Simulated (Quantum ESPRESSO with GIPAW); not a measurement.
# 15N shielding of AlN under strain

GIPAW runs (PBEsol, plane-wave PAW from pslibrary 1.0.0 recipes, cutoffs 55 and 340 Ry, one 8×8×6 mesh for all shielding runs; Quantum ESPRESSO with GIPAW, a patched development version; no spin-orbit coupling, no macroscopic shape term) on AlN, space group P6_3/mmc before straining. The cell below is strained in the basal plane, with the c axis held, and the atoms keep their fractional coordinates.

```
Al N
1.0
     3.31212    0.00000    0.00000
    -1.65606    2.86838    0.00000
     0.00000    0.00000    4.18756
Al N
2 2
Direct
  0.66667 0.33333 0.25000
  0.33333 0.66667 0.75000
  0.66667 0.33333 0.75000
  0.33333 0.66667 0.25000
```

The cell is a computed entry of the Materials Project; it need not be the form that is stable at ambient conditions.

The bonds are those of N (atom 3; bound to Al5). One row is withheld.

```csv
strain (%),mean bond (Å),σ_iso Al (ppm),σ_iso N (ppm),span N (ppm)
-2,1.9619,501.10,100.71,0.9
-1.5,1.9677,501.86,98.31,1.9
-1,1.9734,?,?,?
0,1.9849,503.91,90.76,5.2
+0.5,1.9906,504.51,88.13,6.4
+1,1.9963,505.08,85.44,7.5
+2,2.0078,506.11,79.90,9.9
```

**Task.** Fit σ_iso of N against strain, judge whether a straight line is enough, and predict the withheld row at -1 %.

1. With n = 6: Σx = 0.000, Σy = 543.25, Σx² = 11.5000, Σxy = -59.580.

2. Slope b = (nΣxy − ΣxΣy)/(nΣx² − (Σx)²) = -5.18 ppm per %, intercept a = (Σy − bΣx)/n = 90.54 ppm.

3. Residuals (run less line), in the order of the table: -0.19, -0.00, +0.22, +0.18, +0.08, -0.28 ppm. They bend in one sense; the largest is 1.3 % of the range of σ, so a line serves for most purposes and a parabola takes up the rest: σ = 90.76 − 5.203 x − 0.114 x², with residuals of 0.01 ppm or less.

4. At -1 % (inside the fitted range) the line gives 95.72 ppm and the parabola 95.85 ppm.

5. The run gives:

| strain (%) | mean bond (Å) | σ_iso Al (ppm) | σ_iso N (ppm) | span N (ppm) |
| --- | --- | --- | --- | --- |
| -1 | 1.9734 | 502.58 | 95.85 | 3.0 |

Prediction less run: the line misses by -0.13 ppm, the parabola hits it to the digits shown. By the parabola, a strain of +1 % changes σ of N by -5.32 ppm and one of −1 % by +5.09 ppm; the mean slope is -5.18 ppm per %, or 4.5 ppm for 0.01 Å of mean bond length. The shift moves the opposite way, scaled by the slope of a reference line. Over the table σ of Al goes from 501.10 to 506.11 ppm. Zero strain is the database's lattice, not this functional's rest cell, and neither cutoff nor mesh was tested for the slopes. The omitted shape term, common to all sites, changes with strain too. This build of gipaw.x prints that it is not audited and that its numbers are no references by themselves.

[Banner, clock, file and message-heading lines were taken out of the pw.x and gipaw.x logs.]

[Logs are printed without paths, hosts, clocks, repeated set-up lines and the standing remarks that a program may print on its own settings, such as how far it seeks lower states.]

[Hosts, paths, dates, database ids (printed as entryN), source tags and the programs' standing remarks are cut or masked in the printed files.]
